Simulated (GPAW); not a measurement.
ZnO (zincite):

```
Zn O
1.0
     3.24931    0.00000    0.00000
    -1.62465    2.81398    0.00000
     0.00000    0.00000    5.20571
Zn O
2 2
Direct
  0.66667 0.33333 0.00000
  0.33333 0.66667 0.50000
  0.33333 0.66667 0.87901
  0.66667 0.33333 0.37901
```

Base run:

| Property | Result |
| --- | --- |
| Program | GPAW 26.7.0 |
| Functional | LDA |
| Potentials or basis | the program's PAW data sets (release 1.2.1) made for this functional |
| Cutoff | 600 eV |
| Basis | pw |
| k mesh | 8 × 8 × 4 |
| Occupations | fermi-dirac, width 0.05 eV |
| Spin | no spin polarisation |

Its results: band gap on the k mesh 0.73 eV, direct; pressure -12.3 GPa; largest force 0.048 eV/Å.

Problem. After a change of settings the same cell gave: band gap on the k mesh 0.90 eV, direct; pressure 10.6 GPa; largest force 0.084 eV/Å. Which change was it?
A. functional from LDA to PBE; potentials or basis from the program's PAW data sets (release 1.2.1) made for this functional to SG15 ONCV 1.2; cutoff from 600 eV to 800 eV; valence electrons from 36 to 52
B. functional from LDA to PBEsol; potentials or basis from the program's PAW data sets (release 1.2.1) made for this functional to PAW data sets generated in the run's folder for this functional; cutoff from 600 eV to 800 eV
C. functional from LDA to RPBE; cutoff from 600 eV to 800 eV; k mesh from 8 × 8 × 4 to 6 × 6 × 3

Solution. C.

Caveats: the cutoff is short for stress and forces, so pressures can be off by a GPa or more (some runs).

Not every run made on this cell is shown here.
